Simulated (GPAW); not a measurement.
Input of a GPAW 26.7.0 run:

run.py

```python
from ase import Atoms
from ase.dft.bandgap import bandgap
from ase.io import write
from gpaw import GPAW, PW
from gpaw.response.df import DielectricFunction

atoms = Atoms(['Pb'],
              cell=[[0.0, 2.5235621278, 2.5235621278],
                    [2.5235621278, 0.0, 2.5235621278],
                    [2.5235621278, 2.5235621278, 0.0]],
              scaled_positions=[[0.0, 0.0, 0.0]],
              pbc=True)

calc = GPAW(mode=PW(450),
            xc='PBE',
            kpts={'size': (8, 8, 8), 'gamma': True},
            occupations={'name': 'fermi-dirac', 'width': 0.05},
            nbands=14,
            convergence={'density': 1e-06},
            maxiter=150,
            txt='gpaw.txt')
atoms.calc = calc
energy = atoms.get_potential_energy()
calc.write('gs.gpw')
write('result.traj', atoms)
print(f'Energy: {energy:.6f} eV')
print('Fermi level:', round(calc.get_fermi_level(), 4), 'eV')
print(f'Gap: {bandgap(calc)[0]:.4f} eV, direct: {bandgap(calc, direct=True)[0]:.4f} eV')

dense = calc.fixed_density(kpts={'size': (23, 23, 23), 'gamma': True},
                           nbands=23, convergence={'bands': 17, 'eigenstates': 1e-7},
                           update_fermi_level=True, txt='dense.txt')
dense.write('dense.gpw', mode='all')

df = DielectricFunction('dense.gpw', frequencies={'type': 'nonlinear', 'domega0': 0.05, 'omega2': 10},
                        eta=0.1, ecut=50, nbands=17, rate='eta', txt='df.txt')
for direction in ['x']:
    df.get_dielectric_function(xc='RPA', direction=direction, filename=f'df_{direction}.csv')
```

Potentials or basis: GPAW PAW data sets (gpaw-data 1.2.1), pw.

The run is started by

```bash
$ OMP_NUM_THREADS=1 python run.py
```

**Question.** What does it give for the band gap on the k mesh?

**Answer.** None (metal or under the smearing width).

Dielectric function (mean over the directions given):
| energy (eV) | real part | imaginary part |
| --- | --- | --- |
| 0.67 | -133.68 | 53.99 |
| 1.54 | -7.22 | 20.30 |
| 2.54 | -11.12 | 22.48 |
| 3.56 | -13.14 | 7.82 |
| 4.44 | -8.32 | 2.64 |
| 5.38 | -4.75 | 1.02 |
| 6.39 | -2.58 | 0.52 |
| 7.38 | -1.26 | 0.77 |
| 8.25 | -0.87 | 0.78 |
| 9.27 | -0.67 | 0.85 |
| 10.26 | -0.44 | 0.58 |
| 11.31 | -0.23 | 0.45 |
| 12.19 | -0.02 | 0.37 |
| 13.24 | 0.10 | 0.26 |
| 14.22 | 0.25 | 0.20 |
| 15.26 | 0.44 | 0.13 |
| 16.21 | 0.60 | 0.12 |
| 17.36 | 0.83 | 0.34 |
| 18.58 | 0.82 | 0.44 |
| 19.87 | 0.69 | 0.49 |

Caveat: the intraband term hangs on this k mesh; the long-wavelength limit can be off by a per cent or two; independent-particle spectra lack excitons. The run has no spin-orbit coupling, so splittings on Pb are missing.
